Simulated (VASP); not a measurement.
# Sn (Fd-3m) in VASP: a series of runs

Aim: see how the results for Sn move with the level of theory and the settings. Levels: PBEsol, r2SCAN. Tasks: single point.

All numbers are computed with VASP 6.6.1; they aren't measurements. Logs are shortened: lines on timing, memory, paths and dates and some standing lists are left out, and cuts for length are marked.

## (1) The crystal as given

It takes space group Fd-3m (No. 227, cubic). The conventional cell has a = 6.539 Å, b = 6.539 Å, c = 6.539 Å, α = 90.00°, β = 90.00°, γ = 90.00°. Sn (site symmetry -43m) is surrounded by 4 Sn at 2.83 Å.

This isn't the form of Sn at room conditions, which is tetragonal (white tin).

## (2) Single point, PBEsol

File INCAR:

```
PREC = Accurate
ENCUT = 700
EDIFF = 1E-6
ISMEAR = 0
SIGMA = 0.1
LREAL = False
LASPH = True
NELM = 60
ALGO = Normal
ISIF = 2
LWAVE = False
LCHARG = False
GGA = PS
```

File KPOINTS:

```
Automatic mesh
0
Gamma
  12 12 12
```

File POSCAR:

```
Sn
1.0
    0.0000000000      3.2695400000      3.2695400000
    3.2695400000      0.0000000000      3.2695400000
    3.2695400000      3.2695400000      0.0000000000
Sn
2
Direct
    0.5000000000      0.5000000000      0.5000000000
    0.7500000000      0.7500000000      0.7500000000
```

Potentials or basis: VASP PAW PBE potentials, release 64 (Sn_d).

On the command line:

```
$ cat potpaw_PBE.64/Sn_d/POTCAR > POTCAR
$ mpirun -np 1 vasp_std > vasp.out
```

OUTCAR:

```text
PREC = Accurate
   ENCUT = 700
   EDIFF = 1E-6
   ISMEAR = 0
   LREAL = False
   LASPH = True
   NELM = 60
   ISIF = 2
   GGA = PS

 ion  position               nearest neighbor table
   1  0.500  0.500  0.500-   2 2.83   2 2.83   2 2.83   2 2.83
   2  0.750  0.750  0.750-   1 2.83   1 2.83   1 2.83   1 2.83

  LATTYP: Found a face centered cubic cell.
 ALAT       =     6.5390800000

  Lattice vectors:

 A1 = (   0.0000000000,   3.2695400000,   3.2695400000)
 A2 = (   3.2695400000,   0.0000000000,   3.2695400000)
 A3 = (   3.2695400000,   3.2695400000,   0.0000000000)

Analysis of symmetry for initial positions (statically):
=====================================================================
 Subroutine PRICEL returns:
 Original cell was already a primitive cell.

 Routine SETGRP: Setting up the symmetry group for a
 face centered cubic supercell.

 Subroutine GETGRP returns: Found 48 space group operations
 (whereof 24 operations were pure point group operations)
 out of a pool of 48 trial point group operations.

The static configuration has the point symmetry T_d .
 The point group associated with its full space group is O_h .

Analysis of symmetry for dynamics (positions and initial velocities):
=====================================================================
 Subroutine PRICEL returns:
 Original cell was already a primitive cell.

 Routine SETGRP: Setting up the symmetry group for a
 face centered cubic supercell.

 Subroutine GETGRP returns: Found 48 space group operations
 (whereof 24 operations were pure point group operations)
 out of a pool of 48 trial point group operations.

The dynamic configuration has the point symmetry T_d .
 The point group associated with its full space group is O_h .

 Subroutine INISYM returns: Found 48 space group operations
 (whereof 24 operations are pure point group operations),
 and found     1 'primitive' translations

----------------------------------------------------------------------------------------

                                     Primitive cell

  volume of cell :      69.9021

  direct lattice vectors                    reciprocal lattice vectors
     0.000000000  3.269540000  3.269540000    -0.152926711  0.152926711  0.152926711
     3.269540000  0.000000000  3.269540000     0.152926711 -0.152926711  0.152926711
     3.269540000  3.269540000  0.000000000     0.152926711  0.152926711 -0.152926711

  length of vectors
     4.623827811  4.623827811  4.623827811     0.264876834  0.264876834  0.264876834

  position of ions in fractional coordinates (direct lattice)
     0.500000000  0.500000000  0.500000000
     0.750000000  0.750000000  0.750000000

  ion indices of the primitive-cell ions
   primitive index   ion index
                 1           1
                 2           2

----------------------------------------------------------------------------------------

 KPOINTS: Automatic mesh

Automatic generation of k-mesh.
 Grid dimensions read from file:
 generate k-points for:   12   12   12

 Generating k-lattice:

  Cartesian coordinates                     Fractional coordinates (reciprocal lattice)
    -0.012743893  0.012743893  0.012743893     0.083333333  0.000000000  0.000000000
     0.012743893 -0.012743893  0.012743893     0.000000000  0.083333333  0.000000000
     0.012743893  0.012743893 -0.012743893     0.000000000  0.000000000  0.083333333

  Length of vectors
     0.022073069  0.022073069  0.022073069

  Shift w.r.t. Gamma in fractional coordinates (k-lattice)
     0.000000000  0.000000000  0.000000000

 Subroutine IBZKPT returns following result:
 ===========================================

 Found     72 irreducible k-points:

 Following reciprocal coordinates:
            Coordinates               Weight
  0.000000  0.000000  0.000000      1.000000
  0.083333  0.000000  0.000000      8.000000
  0.166667  0.000000  0.000000      8.000000
  0.250000  0.000000  0.000000      8.000000
  0.333333  0.000000  0.000000      8.000000
  0.416667  0.000000  0.000000      8.000000
[... 16 lines left out ...]
  0.500000  0.166667  0.000000     24.000000
 -0.416667  0.166667  0.000000     24.000000
 [... further k-points ...]
   k-points           NKPTS =     72   k-points in BZ     NKDIM =     72   number of bands    NBANDS=     18
   number of dos      NEDOS =    301   number of ions     NIONS =      2
   total plane-waves  NPLWV =  64000
   dimension x,y,z NGX =    40 NGY =   40 NGZ =   40
   dimension x,y,z NGXF=    80 NGYF=   80 NGZF=   80
   ions per type =               2
   NGX,Y,Z   is equivalent  to a cutoff of  14.38, 14.38, 14.38 a.u.
   NGXF,Y,Z  is equivalent  to a cutoff of  28.76, 28.76, 28.76 a.u.
 SYSTEM =  unknown system
   PREC   = accura    normal or accurate (medium, high low for compatibility)
   ISTART =      0    job   : 0-new  1-cont  2-samecut
   ICHARG =      2    charge: 1-file 2-atom 10-const
   ISPIN  =      1    spin polarized calculation?
   LNONCOLLINEAR =      F non collinear calculations
   LSORBIT =      F    spin-orbit coupling
   LASPH  =      T    aspherical Exc in radial PAW
   ENCUT  =  700.0 eV  51.45 Ry    7.17 a.u.   9.97  9.97  9.97*2*pi/ulx,y,z
   NELM   =     60;   NELMIN=  2; NELMDL= -5     # of ELM steps
   EDIFF  = 0.1E-05   stopping-criterion for ELM
   LREAL  =      F    real-space projection
   EDIFFG = 0.1E-04   stopping-criterion for IOM
   NSW    =      0    number of steps for IOM
   IBRION =     -1    ionic relax: 0-MD 1-quasi-New 2-CG
   NFREE  =      0    steps in history (QN), initial steepest desc. (CG)
   ISIF   =      2    stress and relaxation
   ISYM   =      2    0-nonsym 1-usesym 2-fastsym
   POTIM  = 0.5000    time-step for ionic-motion
   TEBEG  =    0.0;   TEEND  =   0.0 temperature during run
   PSTRESS=    0.0 pullay stress
   NELECT =      28.0000    total number of electrons
   NUPDOWN=      -1.0000    fix difference up-down
   EMIN   =  10.00;   EMAX   =-10.00  energy-range for DOS
   EFERMI =   0.00;   METHOD = LEGACY
   ISMEAR =     0;   SIGMA  =   0.10  broadening in eV -4-tet -1-fermi 0-gaus
   EFERMI_NEDOS =   21; number of points for ismear=-14 and -15
   IALGO  =     38    algorithm
   IMIX   =      4    mixing-type and parameters
     AMIX     =   0.40;   BMIX     =  1.00
     AMIX_MAG =   1.60;   BMIX_MAG =  1.00
  volume/ion in A,a.u.               =      34.95       235.86
  Fermi-wavevector in a.u.,A,eV,Ry     =   1.206788  2.280498 19.814660  1.456336
  Thomas-Fermi vector in A             =   2.342445
   LORBIT       =      0    0 simple, 1 ext, 2 COOP (PROOUT), +10 PAW based schemes
   GGA     = PS    functional components
   LHFCALC =     F    Hartree Fock is set to
   AEXX    =    0.0000 exact exchange contribution
   IVDW    =     0    specifies the selected vdW correction
   LEPSILON=     F    determine dielectric tensor
   LRPA    =     F    only Hartree local field effects (RPA)
 non-spin polarized calculation
 Gauss-broadening in eV      SIGMA  =   0.10
  energy-cutoff  :      700.00
  volume of cell :       69.90
 maximum number of plane-waves:      2959
   NGX = 19   NGY = 19   NGZ = 19

 number of electron      28.0000003 magnetization

 Free energy of the ion-electron system (eV)
  ---------------------------------------------------
  ext. energy  EPLUGINS =         0.00000000
  ---------------------------------------------------
  free energy    TOTEN  =        -8.46643803 eV

  energy without entropy =       -8.46519778  energy(sigma->0) =       -8.46581791

 E-fermi :   5.2319     XC(G=0):  -8.9669

 val. band max:        5.1993486941   @ k =   0.0833   0.0000   0.0000
 cond. band min:       5.3163751100   @ k =   0.3333   0.0000   0.0000
 fundamental gap:      0.1170264160
 Fermi energy:         5.2319332301

 k-point     1 :       0.0000    0.0000    0.0000
  band No.  band energies     occupation
      1     -16.3060      2.00000
      2     -16.3060      2.00000
      3     -16.3060      2.00000
      4     -16.2486      2.00000
      5     -16.2486      2.00000
      6     -15.9553      2.00000
[... 10 lines left out ...]
     17       7.3969      0.00000
     18       7.3969      0.00000

 k-point     2 :       0.0833    0.0000    0.0000
  band No.  band energies     occupation
      1     -16.3113      2.00000
      2     -16.3113      2.00000
      3     -16.3044      2.00000
      4     -16.2415      2.00000
      5     -16.2415      2.00000
      6     -15.9688      2.00000
[... 10 lines left out ...]
     17       7.5730      0.00000
     18       7.6640      0.00000

 k-point     3 :       0.1667    0.0000    0.0000
  band No.  band energies     occupation
      1     -16.3213      2.00000
      2     -16.3213      2.00000
      3     -16.2998      2.00000
      4     -16.2264      2.00000
      5     -16.2264      2.00000
      6     -15.9847      2.00000
[... 10 lines left out ...]
     17       7.9477      0.00000
     18       8.5007      0.00000

 k-point     4 :       0.2500    0.0000    0.0000
  band No.  band energies     occupation
      1     -16.3302      2.00000
      2     -16.3302      2.00000
      3     -16.2935      2.00000
      4     -16.2112      2.00000
      5     -16.2112      2.00000
      6     -15.9980      2.00000
[... 375 lines left out ...]
      4     -16.1864      2.00000
      5     -16.1597      2.00000
      6     -16.0677      2.00000
[... 10 lines left out ...]
     17       9.5511      0.00000
     18       9.6314      0.00000

 k-point    23 :       0.5000    0.1667    0.0000
  band No.  band energies     occupation
      1     -16.3619      2.00000
      2     -16.3453      2.00000
      3     -16.2557      2.00000
      4     -16.1743      2.00000
      5     -16.1635      2.00000
      6     -16.0596      2.00000
[... 10 lines left out ...]
     17       9.3845      0.00000
     18      10.4074      0.00000

 k-point    24 :      -0.4167    0.1667    0.0000
  band No.  band energies     occupation
      1     -16.3625      2.00000
      2     -16.3480      2.00000
      3     -16.2486      2.00000
      4     -16.1752      2.00000
      5     -16.1660      2.00000
      6     -16.0416      2.00000
[... 10 lines left out ...]
     17       9.1763      0.00000
     18      11.1794      0.00000

 [... further k-points ...]

------------------------ aborting loop because EDIFF is reached ----------------------------------------

  FORCE on cell =-STRESS in cart. coord.  units (eV):
  Direction    XX          YY          ZZ          XY          YZ          ZX
  --------------------------------------------------------------------------------------
  -------------------------------------------------------------------------------------
  Total        0.0033392      0.0033392      0.0033392     -0.0000000      0.0000000     -0.0000000
  in kB        0.0765367      0.0765367      0.0765367     -0.0000000      0.0000000     -0.0000000
  external PRESSURE =       0.0765367 kB  Pullay stress =       0.0000000 kB

 VOLUME and BASIS-vectors are now :
 -----------------------------------------------------------------------------
  energy-cutoff  :      700.00
  volume of cell :       69.90
      direct lattice vectors                 reciprocal lattice vectors
     0.000000000  3.269540000  3.269540000    -0.152926711  0.152926711  0.152926711
     3.269540000  0.000000000  3.269540000     0.152926711 -0.152926711  0.152926711
     3.269540000  3.269540000  0.000000000     0.152926711  0.152926711 -0.152926711

 POSITION                                       TOTAL-FORCE (eV/Angst)
 -----------------------------------------------------------------------------------
      3.26954      3.26954      3.26954        -0.000000     -0.000000     -0.000000
      4.90431      4.90431      4.90431         0.000000      0.000000      0.000000
 -----------------------------------------------------------------------------------
    total drift:                               -0.000000     -0.000000      0.000000

  FREE ENERGIE OF THE ION-ELECTRON SYSTEM (eV)
  ---------------------------------------------------
  free  energy   TOTEN  =        -8.4664380324 eV

  energy  without entropy=       -8.4651977798  energy(sigma->0) =       -8.46581791
```

Run time: 55 s. Hardware: 1 thread of Intel Xeon 6975P-C (Granite Rapids), shared host; peak memory 0.3 GiB.

What came out:

| Property | Result |
| --- | --- |
| Free energy | -8.4664 eV |
| Pressure | 0.0 GPa |
| Band gap on the k mesh | none (metal or under the smearing width) |

Levels at points of the mesh, in eV from the Fermi level:
```
           k point  band 10  band 11  band 12  band 13  band 14  band 15  band 16  band 17  band 18
(0.00, 0.00, 0.00)   -21.18   -10.46    -0.83     0.10     0.10     0.10     2.16     2.16     2.16
(0.50, 0.00, 0.00)   -21.13    -8.88    -6.22    -1.07    -1.07    -0.09     3.22     3.22     5.56
(0.50, 0.50, 0.00)   -21.12    -7.44    -7.44    -2.38    -2.38     0.80     0.80     7.58     7.58
```

Caveat: the PAW data sets were made with another functional, which shifts forces and pressure a little.

(Part 1 of 2 ends here.)
